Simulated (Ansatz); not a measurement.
# ZnS: what a guessed cell relaxes into, part 2 of 2

Where does this trial cell of ZnS go when cell and atoms are let free?

Ansatz 0.2.0; DFT PBE, scalar-relativistic, plane waves, PAW.

## (4) Final relaxation

The end of the coarse run is made exact in the group found at a tolerance of 0.06 Å and reduced to its primitive cell, now 4 atoms.

input.yaml reads:

```yaml
crystal:
  lattice:
    - [2.6506496495, -3.8203397378, 0.0]
    - [2.6506496495, 3.8203397378, 0.0]
    - [0.0, 0.0, 3.8282637998]
  atoms:
    - { symbol: Zn, position: [0.0, 0.5, 0.5] }
    - { symbol: Zn, position: [0.5, 0.0, 0.5] }
    - { symbol: S, position: [0.3027037096, 0.3027037096, 0.0] }
    - { symbol: S, position: [0.6972962904, 0.6972962904, 0.0] }
basis:
  ecutwfc: 420
kpoints:
  mp_grid: { grid: [10, 10, 12] }
hamiltonian:
  xc: pbe
scf:
  occupations: { method: gaussian, width: 0.1 }
output:
  forces: true
  stress: true
  eigenvalues: true
relax:
  adjacent_minimum: "off"
  f_tol: 0.01
  max_steps: 80
  cell: { stress_tol: 0.05 }
```

The run is started by

```console
$ ansatz run input.yaml --threads 1 --pin off --max-ram 2560MiB --backend cpu --events-out ev --progress --plain --runs-dir out
```

The program printed:

```text
Warning: RAYON_NUM_THREADS=1 ignored (pool sized by the plan → 1); use --threads N
Engine: ansatz 0.2.0, x86_64-unknown-linux-gnu
Pseudopotentials: kind: paw
Pseudopotential: Zn, paw, valence charge 12, recommended cutoff 420 eV (normal), Zn.paw.azcp
Pseudopotential: S, paw, valence charge 6, recommended cutoff 420 eV (normal), S.paw.azcp
Functional definition: PBE
  parameter kappa = 0.804
  parameter beta = 0.06672455060314922
  exchange = pbe_x(kappa = kappa, mu = beta*pi^2/3)
  correlation = pbe_c(beta = beta)
Crystal: 4 atoms, lattice volume = 77.533 Å³
Basis set: ecut = 420 eV, 1493 PW (Γ), exchange–correlation on 64×64×54 points (8 copies of the dense FFT grid, shifted against one another)
Bands: 22, of which v1, the nominal top of the filled ones, is band 18 counted from 1 (17 counted from 0)
Symmetry: 8 space group operations
Space group: Cmmm (ITA 65), of the structure as read, at distance tolerance 4.3e-5 Å
k-points: 217 of 1200
Non-local potential: Zn, projectors of the file, l = 0: 2, l = 1: 2, l = 2: 3, l = 3: 1
Non-local potential: S, projectors of the file, l = 0: 2, l = 1: 2, l = 2: 2
PAW form: soft (Blöchl's): semilocal exchange-correlation on the pseudo side does not see the compensation charge
PAW one-centre angular grid: Zn, 590 points (default); XC on 64 Gauss nodes
PAW one-centre angular grid: S, 110 points (default); XC on 64 Gauss nodes
Initial density: superposition of atomic densities (neutral atoms: chi_scale 0, normalization atom), corrected by the library's trained network
Initial wavefunctions: pseudopotential atomic-orbital guess
Functional: x = pbe(κ = 0.804, μ = 0.2195149727645171), c = pbe(β = 0.06672455060314922)
SCF iter   1: F=—  HF=-8441.963110 eV  |F-HF|=—  |Δ(HF+E_count)|=         —  Δρ=3.96e-3  dr2=2.67e-2  ethr=1.77e-3  ⟨swp⟩=5.1  Hψ=21595  notcnv=0
preconditioner: auto → Kerker (q_TF=auto, 2.401 Å⁻¹)  [metal: Δε(μ)=0.018 eV  Ē_g=9.319 eV  σ=0.100 eV  W_gap=0.10  n_scr=22 (ndim 8)  ℏωp=25.3 eV  f_vac=0.000  D(μ)=0.99/eV (n_scr^D=4)]
SCF iter   2: F=—  HF=-8441.959328 eV  |F-HF|=—  |Δ(HF+E_count)|=   3.78e-3  Δρ=2.48e-3  dr2=1.08e-2  ethr=7.42e-5  ⟨swp⟩=1.0  Hψ=6510  notcnv=0
SCF iter   3: F=—  HF=-8441.957200 eV  |F-HF|=—  |Δ(HF+E_count)|=   2.13e-3  Δρ=7.28e-4  dr2=5.86e-4  ethr=3.00e-5  ⟨swp⟩=2.0  Hψ=5851  notcnv=0
SCF iter   4: F=—  HF=-8441.957324 eV  |F-HF|=—  |Δ(HF+E_count)|=   1.24e-4  Δρ=7.00e-4  dr2=2.55e-4  ethr=1.63e-6  ⟨swp⟩=2.0  Hψ=7988  notcnv=0
SCF iter   5: F=—  HF=-8441.957191 eV  |F-HF|=—  |Δ(HF+E_count)|=   1.33e-4  Δρ=1.71e-4  dr2=3.51e-5  ethr=7.09e-7  ⟨swp⟩=2.0  Hψ=8173  notcnv=0
SCF iter   6: F=—  HF=-8441.957211 eV  |F-HF|=—  |Δ(HF+E_count)|=   1.98e-5  Δρ=5.19e-5  dr2=4.43e-6  ethr=9.75e-8  ⟨swp⟩=2.3  Hψ=7745  notcnv=0
SCF iter   7: F=—  HF=-8441.957212 eV  |F-HF|=—  |Δ(HF+E_count)|=   1.54e-6  Δρ=1.72e-5  dr2=2.98e-7  ethr=1.23e-8  ⟨swp⟩=2.4  Hψ=8603  notcnv=0
SCF iter   8: F=-8441.957212 eV  HF=-8441.957212 eV  |F-HF|=6.79e-9  |Δ(HF+E_count)|=   1.11e-7  Δρ=3.48e-6  dr2=1.12e-8  ethr=2.78e-10  ⟨swp⟩=4.7  Hψ=19680  notcnv=0
the search or the solves at the SCF's close seem to have found levels that the self-consistency loop had missed (the run counts 2). By its estimate they hold under 1e-12 electrons; where the run keeps them, the occupations were computed again with them
SCF 1 converged in 8 iterations: F = -8441.957212 eV  dr2 = 1.12e-8
relax step   1: F+E_penalty+E_count = -8441.95721224 eV  Δ(F+E_penalty+E_count) = +0.000e0 eV  max|allowed force component| = 9.128e-2 eV/Å  Δτ_max = 0.0000 Å  P = -0.224 GPa  Ω = 77.533 Å³  (8 SCF iters, dr2 threshold 1.00e-7 eV, accepted)
Crystal: 4 atoms, lattice volume = 77.412 Å³
Initial density: handed on by an earlier stage of this run
Initial wavefunctions: those handed on with the density
iter 1 solved again at ethr=1.66e-7 eV; its pass at ethr=3.10e-3 eV (dr2=5.99e-5 eV) is discarded
SCF iter   1: F=—  HF=-8441.958463 eV  |F-HF|=—  |Δ(HF+E_count)|=         —  Δρ=3.99e-4  dr2=5.98e-5  ethr=1.66e-7  ⟨swp⟩=3.1  Hψ=26148  notcnv=0
preconditioner: auto → Kerker (q_TF=auto, 2.401 Å⁻¹)  [metal: Δε(μ)=0.005 eV  Ē_g=9.343 eV  σ=0.100 eV  W_gap=0.03  n_scr=22 (ndim 8)  ℏωp=25.3 eV  f_vac=0.000  D(μ)=1.05/eV (n_scr^D=4)]
SCF iter   2: F=—  HF=-8441.958491 eV  |F-HF|=—  |Δ(HF+E_count)|=   2.83e-5  Δρ=2.19e-4  dr2=1.72e-5  ethr=1.66e-7  ⟨swp⟩=1.1  Hψ=4785  notcnv=0
SCF iter   3: F=—  HF=-8441.958493 eV  |F-HF|=—  |Δ(HF+E_count)|=   1.71e-6  Δρ=4.73e-5  dr2=1.19e-6  ethr=4.78e-8  ⟨swp⟩=3.0  Hψ=8995  notcnv=0
SCF iter   4: F=-8441.958493 eV  HF=-8441.958493 eV  |F-HF|=1.94e-7  |Δ(HF+E_count)|=   1.47e-7  Δρ=2.55e-5  dr2=3.17e-7  ethr=1.11e-9  ⟨swp⟩=5.8  Hψ=22484  notcnv=0
SCF 2 converged in 4 iterations: F = -8441.958493 eV  dr2 = 3.17e-7
relax step   2: F+E_penalty+E_count = -8441.95849280 eV  Δ(F+E_penalty+E_count) = -1.281e-3 eV  max|allowed force component| = 2.322e-2 eV/Å  Δτ_max = 0.0054 Å  P = -0.062 GPa  Ω = 77.412 Å³  energy of the carried Pulay correction = +3.264e-5 eV  (4 SCF iters, dr2 threshold 4.00e-7 eV, accepted)
Crystal: 4 atoms, lattice volume = 77.400 Å³
iter 1 solved again at ethr=1.98e-7 eV; its pass at ethr=3.10e-3 eV (dr2=7.12e-5 eV) is discarded
SCF iter   1: F=—  HF=-8441.958840 eV  |F-HF|=—  |Δ(HF+E_count)|=         —  Δρ=4.23e-4  dr2=7.18e-5  ethr=1.98e-7  ⟨swp⟩=3.1  Hψ=26761  notcnv=0
preconditioner: auto → Kerker (q_TF=auto, 2.402 Å⁻¹)  [metal: Δε(μ)=0.021 eV  Ē_g=9.345 eV  σ=0.100 eV  W_gap=0.12  n_scr=22 (ndim 8)  ℏωp=25.3 eV  f_vac=0.000  D(μ)=1.07/eV (n_scr^D=4)]
SCF iter   2: F=—  HF=-8441.958894 eV  |F-HF|=—  |Δ(HF+E_count)|=   5.35e-5  Δρ=2.37e-4  dr2=2.24e-5  ethr=1.98e-7  ⟨swp⟩=1.0  Hψ=4784  notcnv=0
SCF iter   3: F=—  HF=-8441.958896 eV  |F-HF|=—  |Δ(HF+E_count)|=   2.27e-6  Δρ=3.21e-5  dr2=8.26e-7  ethr=6.23e-8  ⟨swp⟩=2.2  Hψ=6474  notcnv=0
SCF iter   4: F=—  HF=-8441.958896 eV  |F-HF|=—  |Δ(HF+E_count)|=   4.69e-7  Δρ=1.88e-5  dr2=1.54e-7  ethr=2.30e-9  ⟨swp⟩=2.0  Hψ=8360  notcnv=0
SCF iter   5: F=-8441.958896 eV  HF=-8441.958896 eV  |F-HF|=1.48e-8  |Δ(HF+E_count)|=   8.50e-8  Δρ=7.35e-6  dr2=3.79e-8  ethr=1.83e-10  ⟨swp⟩=4.9  Hψ=19026  notcnv=0
SCF 3 converged in 5 iterations: F = -8441.958896 eV  dr2 = 3.79e-8
relax step   3: F+E_penalty+E_count = -8441.95889632 eV  Δ(F+E_penalty+E_count) = -4.035e-4 eV  max|allowed force component| = 1.071e-2 eV/Å  Δτ_max = 0.0048 Å  P = -0.008 GPa  Ω = 77.400 Å³  energy of the carried Pulay correction = +3.565e-5 eV  (5 SCF iters, dr2 threshold 6.57e-8 eV, accepted)
Crystal: 4 atoms, lattice volume = 77.329 Å³
iter 1 solved again at ethr=2.75e-9 eV; its pass at ethr=3.10e-3 eV (dr2=9.91e-7 eV) is discarded
SCF iter   1: F=—  HF=-8441.958873 eV  |F-HF|=—  |Δ(HF+E_count)|=         —  Δρ=3.93e-5  dr2=1.26e-6  ethr=2.75e-9  ⟨swp⟩=3.2  Hψ=27594  notcnv=0
preconditioner: auto → Kerker (q_TF=auto, 2.402 Å⁻¹)  [metal: Δε(μ)=0.024 eV  Ē_g=9.347 eV  σ=0.100 eV  W_gap=0.13  n_scr=22 (ndim 8)  ℏωp=25.3 eV  f_vac=0.000  D(μ)=1.08/eV (n_scr^D=4)]
SCF iter   2: F=—  HF=-8441.958929 eV  |F-HF|=—  |Δ(HF+E_count)|=   5.60e-5  Δρ=2.17e-5  dr2=3.78e-7  ethr=2.75e-9  ⟨swp⟩=2.5  Hψ=8789  notcnv=0
SCF iter   3: F=—  HF=-8441.958929 eV  |F-HF|=—  |Δ(HF+E_count)|=   1.14e-8  Δρ=1.13e-5  dr2=5.58e-8  ethr=1.05e-9  ⟨swp⟩=2.0  Hψ=8604  notcnv=0
SCF iter   4: F=-8441.958929 eV  HF=-8441.958929 eV  |F-HF|=1.10e-9  |Δ(HF+E_count)|=   3.31e-8  Δρ=2.72e-6  dr2=4.45e-9  ethr=1.99e-11  ⟨swp⟩=3.3  Hψ=21325  notcnv=0
SCF 4 converged in 4 iterations: F = -8441.958929 eV  dr2 = 4.45e-9
relax step   4: F+E_penalty+E_count = -8441.95892872 eV  Δ(F+E_penalty+E_count) = -3.239e-5 eV  max|allowed force component| = 5.645e-3 eV/Å  Δτ_max = 0.0003 Å  P = +0.015 GPa  Ω = 77.329 Å³  energy of the carried Pulay correction = +5.491e-5 eV  (4 SCF iters, dr2 threshold 7.17e-9 eV, accepted)
Initial wavefunctions: pseudopotential atomic-orbital guess (no wavefunctions were taken with the density)
iter 1 solved again at ethr=1.36e-7 eV; its pass at ethr=3.10e-3 eV (dr2=4.91e-5 eV) is discarded
SCF iter   1: F=—  HF=-8441.958801 eV  |F-HF|=—  |Δ(HF+E_count)|=         —  Δρ=1.08e-5  dr2=2.05e-8  ethr=1.36e-7  ⟨swp⟩=3.0  Hψ=35488  notcnv=0
eigensolver tolerance schedule: the retry pair's looser diagonalisation over-reported the residual by 2396.54 of it (diagonalisation noise at 0.12 of the residual, at the tolerance the schedule requests for it); recorded, not acted on — ethr = c·dr2/N_el stays at c = 1.0e-1
SCF iter   2: F=—  HF=-8441.958857 eV  |F-HF|=—  |Δ(HF+E_count)|=   5.57e-5  Δρ=8.49e-6  dr2=2.23e-8  ethr=5.69e-11  ⟨swp⟩=2.1  Hψ=8760  notcnv=0
SCF iter   3: F=—  HF=-8441.958857 eV  |F-HF|=—  |Δ(HF+E_count)|=   8.74e-9  Δρ=2.85e-6  dr2=1.95e-9  ethr=5.69e-11  ⟨swp⟩=2.0  Hψ=7057  notcnv=0
SCF iter   4: F=—  HF=-8441.958857 eV  |F-HF|=—  |Δ(HF+E_count)|=   1.55e-9  Δρ=4.30e-7  dr2=1.37e-10  ethr=5.41e-12  ⟨swp⟩=2.0  Hψ=8246  notcnv=0
SCF iter   5: F=-8441.958857 eV  HF=-8441.958857 eV  |F-HF|=1.82e-11  |Δ(HF+E_count)|=  1.38e-10  Δρ=2.40e-7  dr2=3.56e-11  ethr=1.00e-12  ⟨swp⟩=4.1  Hψ=17601  notcnv=0
SCF 5 converged in 5 iterations: F = -8441.958857 eV  dr2 = 3.56e-11
relax step   5: F+E_penalty+E_count = -8441.95885658 eV  Δ(F+E_penalty+E_count) = +7.214e-5 eV  max|allowed force component| = 5.633e-3 eV/Å  Δτ_max = 0.0000 Å  P = +0.015 GPa  Ω = 77.329 Å³  stress off target by 3.19e-2 GPa  SCF on the basis re-selected at this cell (its energy is not comparable with the rows above)  (5 SCF iters)
basis re-selected at this cell: Δ(F+E_penalty+E_count) = +7.214e-5 eV, ΔP = +0.000 GPa vs the last step (what re-selecting the basis moved, of the pressure what is left beyond the Pulay correction that the steps carried, after the strain that the cell walked since its last selection, with what the two solves' SCF thresholds leave and, on support functions, any second-order correction that the steps lacked; it is no measure of the basis error at this ecutwfc). This SCF's stress stands 3.19e-2 GPa from its target on what of the cell is left free (relax.cell.stress_tol is 5.00e-2 GPa) and its largest allowed force component is 5.63e-3 eV/Å (relax.f_tol is 1.00e-2 eV/Å): within both
SCF converged after 5 iterations
Free energy (F): -8441.958857 eV
Harris-Foulkes:  -8441.958857 eV  (|F-HF|=1.82e-11)
Internal energy: -8441.953478 eV  (E = F + TS)
E sigma→0 (E₀):  -8441.956167 eV
Entropy (-TS):   -0.005379 eV (-1.345 meV/atom)
Fermi energy:    7.497659 eV
--- Per-component energies (eV) ---
  E_band       = 29.582051
  E_kinetic    = 472.313812
  E_local      = -3924.126024  (includes V_loc(G=0)·N_el)
  E_nonlocal   = 1284.636451
  E_hartree    = 1637.124120
  E_xc         = -466.217554
  E_vxc        = -275.429109  (∫ρ·V_xc dr)
  E_paw        = -4855.110898  (= ΣΔE_a)
  E_vpaw       = -802.060421  (= ΣTr[D̂ρ^β])
  E_aug_tail   = -0.000704  (compensation charges beyond the density's cutoff)
  E_ewald      = -2590.572681
  E_smearing   = -0.005379  (= −TS)
  E_closure    = -0.000000  (closes the sum)
  Σ components = -8441.958857   (vs F -8441.958857, Δ=0.00e0)
--- Forces (eV/Å), atoms counted from 1 ---
  atom   1  Zn    -0.00000000     0.00000000     0.00000000
  atom   2  Zn     0.00000000     0.00000000     0.00000000
  atom   3  S     -0.00563296    -0.00000000     0.00000000
  atom   4  S      0.00563296     0.00000000    -0.00000000
  max |Σ_I F_I| component: 1.26e-29 eV/Å
--- Stress (GPa, compression-positive) ---
        0.031889       0.000000      -0.000000
        0.000000       0.006090       0.000000
       -0.000000       0.000000       0.007673
  P = ⅓ Tr σ = 0.0152 GPa (0.152 kbar)
--- Band table (eV; the first three rows and the last of 217) ---
  k-point 0: bands = ["-8.4706", "-3.8631", "-0.0978", "-0.0486", "0.3444", "0.4520", "0.4648", "0.4882", "0.5438", "0.7713", "0.7809", "0.7925", "1.0177", "3.0282", "3.2768", "4.0857", "4.6543", "7.0119", "7.6154", "10.9675", "11.7777", "13.2582"]
  k-point 1: bands = ["-8.4490", "-3.8543", "-0.0932", "-0.0311", "0.3339", "0.4501", "0.4885", "0.5074", "0.5186", "0.7722", "0.7797", "0.7938", "0.9755", "2.8929", "3.1051", "4.1083", "5.0756", "6.8001", "7.6788", "10.9867", "11.8246", "12.4884"]
  k-point 2: bands = ["-8.3885", "-3.8303", "-0.0893", "0.0261", "0.3014", "0.4212", "0.4597", "0.5577", "0.5592", "0.7745", "0.7763", "0.7987", "0.8580", "2.3025", "3.3159", "4.1754", "5.8001", "6.2831", "7.8600", "11.0367", "11.4036", "11.6223"]
  k-point 216: bands = ["-7.9554", "-3.8644", "-0.0694", "-0.0110", "0.3431", "0.4665", "0.4869", "0.5767", "0.6695", "0.7493", "0.7674", "0.7980", "1.3677", "1.4868", "1.9004", "3.6326", "4.0786", "7.0040", "7.2833", "11.3317", "13.0190", "13.2480"]
--- Relaxed structure (4 steps of the walk, 4 accepted, 1 SCFs on fresh bases) ---
  F+E_penalty+E_count = -8441.95885658 eV   max|allowed force component| = 5.633e-3 eV/Å   (the final SCF, on the basis selected at the relaxed cell)
  cell:  # Å, volume = 77.3290 Å³
    - [2.6694893524079233, -3.8002353009737524, 1.569091332418959e-32]
    - [2.6694893524079233, 3.8002353009737524, -1.564038427456982e-33]
    - [9.33700045376814e-33, -8.645370790526055e-33, 3.8113055168836554]
  atoms:
    - { symbol: Zn, position: [-5.551115123125783e-17, 0.5, 0.5] }
    - { symbol: Zn, position: [0.5, -5.551115123125783e-17, 0.5] }
    - { symbol: S, position: [0.3045782590084114, 0.3045782590084114, 1.5883740111343132e-34] }
    - { symbol: S, position: [0.6954217409915886, 0.6954217409915886, -4.322837449197199e-34] }
```

Wall time 85 s (1 thread of Intel Xeon at 2.70GHz, shared host); peak memory 0.6 GiB.

The steps of the relaxation:

| step | E - E(step 1) (eV/cell) | largest force component (eV/Å) | pressure (GPa) | volume (Å³) |
| --- | --- | --- | --- | --- |
| 1 | 0.0000 | 0.0913 | -0.22 | 77.53 |
| 2 | -0.0013 | 0.0232 | -0.06 | 77.41 |
| 3 | -0.0017 | 0.0107 | -0.01 | 77.40 |
| 4 | -0.0017 | 0.0056 | 0.01 | 77.33 |
| 5 | -0.0016 | 0.0056 | 0.02 | 77.33 |

Step 1 is the start. Step 5 repeats the geometry before it on a plane-wave basis chosen anew for that cell, so its energy need not be comparable with the rows above.

Lengths and angles in the start's conventional setting:

|  | before | after | change |
| --- | --- | --- | --- |
| a (Å) | 5.301 | 5.339 | +0.7 % |
| b (Å) | 7.641 | 7.600 | -0.5 % |
| c (Å) | 3.828 | 3.811 | -0.4 % |
| volume (Å³/atom) | 19.38 | 19.33 | -0.3 % |
| shortest distance (Å) | 2.092 | 2.087 | -0.2 % |
| space group (0.01 Å) | Cmmm | Cmmm | same |

The run keeps the 8 symmetry operations of the start, so it could not have lowered the symmetry.

## (5) Changed: basis.precision f64, occupations.method tetrahedron_uncorrected, eigensolver.kind davidson, width left out

input.yaml: that of step 4 with these lines changed.

```diff
@@ -12,2 +12,3 @@
   ecutwfc: 420
+  precision: f64
 kpoints:
@@ -17,7 +18,8 @@
 scf:
-  occupations: { method: gaussian, width: 0.1 }
+  occupations: { method: tetrahedron_uncorrected }
+  eigensolver: { kind: davidson }
 output:
   forces: true
+  eigenvalues: true
   stress: true
-  eigenvalues: true
 relax:
```

The run is started by

```console
$ ansatz run input.yaml --threads 1 --pin off --max-ram 2560MiB --backend cpu --events-out ev --progress --plain --runs-dir out
```

The program printed, shortened:

```text
Warning: relax: with tetrahedron occupations the Hellmann–Feynman forces and the energy need not agree along the walk (scf.occupations.method in the input reference, under Limitations); prefer a smearing scheme for the relaxation and re-run the relaxed geometry with tetrahedron [...]
Warning: RAYON_NUM_THREADS=1 ignored (pool sized by the plan → 1); use --threads N
[...]
[... 4 set-up lines as earlier in the session ...]
[...]
davidson cushion auto → on  (no smearing: the cushion is to keep the highest requested band from converging to the state above it; pin scf.eigensolver.cushion to override)
Crystal: 4 atoms, lattice volume = 77.533 Å³
Basis set: ecut = 420 eV, 1493 PW (Γ), exchange–correlation on 64×64×54 points (8 copies of the dense FFT grid, shifted against one another)
[...]
        0.000000       0.003500       0.000000
       -0.000000       0.000000       0.004125
  P = ⅓ Tr σ = 0.0109 GPa (0.109 kbar)
--- Band table (eV; the first three rows and the last of 217) ---
  k-point 0: bands = ["-8.4985", "-3.8957", "-0.1337", "-0.0805", "0.3036", "0.4100", "0.4227", "0.4458", "0.5011", "0.7256", "0.7343", "0.7463", "0.9824", "2.9921", "3.2477", "4.0437", "4.6202", "6.9749", "7.5822", "10.9224", "11.7425", "13.1788"]
[...]
--- Relaxed structure (4 steps of the walk, 4 accepted, 1 SCFs on fresh bases) ---
  F+E_penalty+E_count = -8441.93528957 eV   max|allowed force component| = 4.828e-3 eV/Å   (the final SCF, on the basis selected at the relaxed cell)
  cell:  # Å, volume = 77.6156 Å³
    - [2.674993581444629, -3.803980725455166, 1.1500738566684155e-32]
    - [2.674993581444629, 3.803980725455166, -5.754213184962417e-33]
    - [4.495592811073549e-33, -8.645370790526055e-33, 3.813800416191148]
  atoms:
    - { symbol: Zn, position: [-9.883290616797378e-34, 0.49999999999999994, 0.5] }
    - { symbol: Zn, position: [0.49999999999999994, 1.4802932371817868e-34, 0.5] }
    - { symbol: S, position: [0.3051041972553408, 0.3051041972553408, 1.9236800136007562e-34] }
    - { symbol: S, position: [0.6948958027446592, 0.6948958027446592, -2.4154007391957795e-34] }
```

Run time: 1.7 min. Hardware: 1 thread of Intel Xeon at 2.70GHz, shared host; peak memory 0.56 GiB.

```tsv
run	ending	energy change	pressure (GPa)	gap (eV)	force (eV/Å)	cycles	time
step 4	converged	0	0.0	0.00	0.01	-	85 s
variant	converged	+5.2 meV/atom (σ→0)	0.0	0.00	0.00	28	1.7 min
```

Changing the arithmetic precision, smearing and solver moves the energy by +5.2 meV/atom (σ→0 values), and the final volume goes from 77.33 to 77.62 Å³.

## (6) Results

This closing draws on all 2 parts. Changes of volume or cell count from the first structure of part 1.

```
                              quantity                                                                      value
symmetry at the end (tolerance 0.05 Å)                                                  space group Cmmm (No. 65)
                     conventional cell  a = 5.339 Å, b = 7.600 Å, c = 3.811 Å, α = 90.00°, β = 90.00°, γ = 90.00°
                                volume                                                              19.33 Å³/atom
              energy over the elements                                                              +0.06 eV/atom
                       gap on the mesh                                                               none (metal)
```

**Reading.** The symmetry goes from space group Pmmn (No. 59) to space group Cmmm (No. 65), and the volume per atom shrinks by 21.4 % from the first guess. With a positive formation energy it can't be a ground state. No finished test with a distortion of lower symmetry is shown, so the end may be a saddle point. The final runs have no spin polarisation, so a magnetic state may lie lower.
